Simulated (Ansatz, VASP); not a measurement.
**Two plane-wave programs on GaP**

```xyz
2
Lattice="0.0000 2.6007 2.8176 2.8176 0.0000 2.8176 2.8176 2.6007 0.0000" Properties=species:S:1:pos:R:3 pbc="T T T"
Ga    0.0000    0.0000    0.0000
P     4.2265    3.9010    4.2265
```

Alike in both runs: task single point; functional PBEsol; k mesh 10 × 10 × 10; occupations gaussian, width 0.05 eV; no spin polarisation.

```csv
,VASP,Ansatz
version,VASP 6.6.1,Ansatz 0.2.0
potentials or method,"VASP PAW PBE potentials, release 64 (Ga_d, P)","scalar-relativistic, plane waves, PAW"
plane-wave cutoff (eV),520,420
valence electrons in the cell,18,18
```

VASP gave:

- gap on the k mesh at the Fermi level (eV): 0.79
- least direct gap on the mesh (eV): 1.29
- pressure (GPa): -2.3
- largest component of the traceless stress (GPa): 3.42

Q: What did Ansatz give for the same quantities?

A: gap on the k mesh at the Fermi level (eV): 0.79; least direct gap on the mesh (eV): 1.28; pressure (GPa): -2.2; largest component of the traceless stress (GPa): 3.40.

Ansatz warned: «pseudo_functional_mismatch».

Caveats: the PAW data sets were made with another functional, which shifts forces and pressure a little (VASP). A k mesh can miss the band edges.
